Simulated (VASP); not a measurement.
Here is a VASP 6.6.1 calculation.

INCAR

```
SYSTEM = Ta2N
  PREC = Accurate
  ENCUT = 520
  EDIFF = 1E-6
  ISMEAR = 0
  SIGMA = 0.05
  LREAL = .FALSE.
  LASPH = .TRUE.
  NELM = 100
  ALGO = Fast
  ISIF = 2
  LWAVE = .FALSE.
  LCHARG = .FALSE.
  NBANDS = 20
```

Contents of KPOINTS:

```
regular mesh
0
G
  10 10 6
  0 0 0
```

File POSCAR:

```
Ta2N
1.0
    3.1128615060      0.0000000000      0.0000000000
   -1.5564307530      2.6958171426      0.0000000000
    0.0000000000      0.0000000000      4.8698410000
Ta N
2 1
Cartesian
   -0.0000000002      1.7972114285      1.2404020710
    1.5564307532      0.8986057141      3.6294389290
    0.0000000000      0.0000000000      0.0000000000
```

Potentials or basis: VASP PAW LDA potentials, release 54 (Ta_pv, N).

The run is started by

```console
$ cat potpaw_LDA.54/Ta_pv/POTCAR potpaw_LDA.54/N/POTCAR > POTCAR
$ mpirun -np 1 vasp_std > vasp.out
```

(1) Predict the largest force.

(2) What does it give for the band gap on the k mesh?

Answers

(1) 0.397 eV/Å.

(2) none (metal or under the smearing width).
